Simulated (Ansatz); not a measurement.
All-electron card of Lu

```yaml
crystal:
  lattice:
    - [-1.94997, 1.94997, 1.94997]
    - [1.94997, -1.94997, 1.94997]
    - [1.94997, 1.94997, -1.94997]
  atoms:
    - { symbol: Lu, position: [0.00000, 0.00000, 0.00000] }
```

The cell was built from the bcc type and relaxed in the same program, and has space group Im-3m; it needn't be a known or the stable phase.

Spin–orbit coupling is left out, though it moves levels of the heavy atoms by tenths of an eV or more.

Computed with Ansatz 0.2.0, DFT, PBE, all-electron LAPW, scalar-relativistic.

Sampling and basis: a Γ-centred 15×15×15 k mesh, Fermi–Dirac smearing of 0.08 eV, basis error target 0.5 meV/atom, no spin polarisation.

* Volume per atom: 29.66 Å³
* Pressure at this cell: -0.01 GPa

(1) Band gap: what does the calculation give?

(2) Give the computed value. Density of states at the Fermi level (0.2 eV bin).

Results:

(1) none: with an odd electron count and no spin polarisation the bands can't all be full, a metal in this set-up (spin order or a larger cell could open a gap).

(2) 2.36 states/eV per cell.
